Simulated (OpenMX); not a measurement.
**Te2Pt (Moncheite) under changes of volume**

One of the cells (24.143 Å³/atom); the others are scaled copies at fixed shape and fractional positions:

```
Pt Te
1.0
     4.01000    0.00000    0.00000
    -2.00500    3.47276    0.00000
     0.00000    0.00000    5.20100
Pt Te
1 2
Cartesian
  0.0000 0.0000 0.0000
  2.0050 1.1576 3.9007
  0.0000 2.3152 1.3002
```

* Program: OpenMX 3.8.5
* Functional: LDA
* Potentials or basis: OpenMX 2013 LDA set, Pt7.0-s3p2d2f1, Te7.0-s3p2d2f1, fixed grid of 48 × 48 × 70 points
* k mesh: 9 × 9 × 5
* Occupations: fermi-dirac, width 0.05 eV
* Spin: no spin polarisation

```tsv
volume (Å³/atom)	energy over the lowest point (meV/atom)	largest force (eV/Å)
22.694	97.05	1.986
23.177	59.22	1.648
23.660	31.69	1.336
24.143	?	?
24.626	3.05	0.791
25.108	0.00	0.552
25.591	3.46	0.333
```

Question: What does the run at 24.143 Å³/atom give?

Answer: Energy over the lowest point 13.32 meV/atom; largest force 1.052 eV/Å.

Worked out: A Birch-Murnaghan fit of order 3 (a polynomial in V^(-2/3)) to the other rows has its minimum at 25.08 Å³/atom with B0 = V·E''(V) = 112 GPa and B' = 5.0 at fixed shape and positions, which overstates the stiffness. It gives 13.29 meV/atom at 24.143 Å³/atom, against the run's 13.32.

Energies are extrapolated to zero smearing.

Caveats: the basis has few d functions beyond the semicore shells, which can make volumes several per cent too large; the basis of atomic orbitals isn't converged, which shifts pressures, moduli and gaps; forces of over 1 eV/Å show positions far from the minimum, so gaps and moduli don't describe the material at rest (some runs).
